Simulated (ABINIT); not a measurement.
The system is Ge.

```
CELL_PARAMETERS angstrom
-1.60842 1.60842 1.87318
1.60842 -1.60842 1.87318
1.60842 1.60842 -1.87318
ATOMIC_POSITIONS crystal
Ge 0.50000 0.50000 0.00000
```

The cell was built by a generator and needn't be a form met in nature.

Base run:

```yaml
Program: ABINIT 10.8.3 (patched build)
Functional: revPBE
Potentials_or_basis: JTH PAW PBE v2.0
Cutoff: 707 eV
k_mesh: 12 × 12 × 12
Occupations: fermi-dirac, width 0.05 eV
Spin: no spin polarisation
```

Its results: band gap on the k mesh none (metal or under the smearing width); pressure 2.0 GPa.

After a change of settings the same cell gave: band gap on the k mesh none (metal or under the smearing width); pressure 0.9 GPa. Which change was it?
A. functional from revPBE to WC
B. functional from revPBE to AM05
C. functional from revPBE to SCAN
D. functional from revPBE to PBE

D.

PBE binds more tightly than revPBE, so the same cell stands under less pressure.

Caveats: the PAW data sets were made with another functional, which shifts forces and pressure a little (some runs).
